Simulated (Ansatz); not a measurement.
# BN (P6_3mc) in Ansatz: equation of state

How stiff is BN in PBEsol, and what volume does it want? The cell is scaled to several volumes.

Everything below comes from runs of Ansatz 0.2.0. Logs are shortened: lines on timing, memory, paths and dates and some standing lists are left out, and cuts for length are marked.

## (1) The crystal as given

It takes space group P6_3mc (No. 186, hexagonal). The conventional cell has a = 2.554 Å, b = 2.554 Å, c = 4.227 Å, α = 90.00°, β = 90.00°, γ = 120.00°. N (site symmetry 3m) has 4 B at 1.57 to 1.58 Å as nearest neighbours. B (site symmetry 3m) is surrounded by 4 N at 1.57 to 1.58 Å.

Measurements of this composition are mostly on another form, of space group No. 194.

## (2) Equation of state, PBEsol

Potentials or basis: all-electron LAPW, scalar-relativistic.

No new run: the results of the series are fitted here.

What came out:

```
Equilibrium volume                        : 5.88 Å³/atom
Bulk modulus at fixed shape and positions : 386 GPa
Pressure derivative of the bulk modulus   : 3.7
```

Energy against volume, from the lowest point:
| volume (Å³/atom) | energy (meV/atom) |
| --- | --- |
| 5.611 | 15.34 |
| 5.730 | 4.38 |
| 5.850 | 0.00 |
| 5.969 | 1.59 |
| 6.088 | 8.61 |
| 6.208 | 20.58 |
| 6.327 | 37.04 |

Caveat: the cell was scaled at fixed shape and fractional positions, which overstates the stiffness of a crystal with free parameters, most of all of layers and chains.
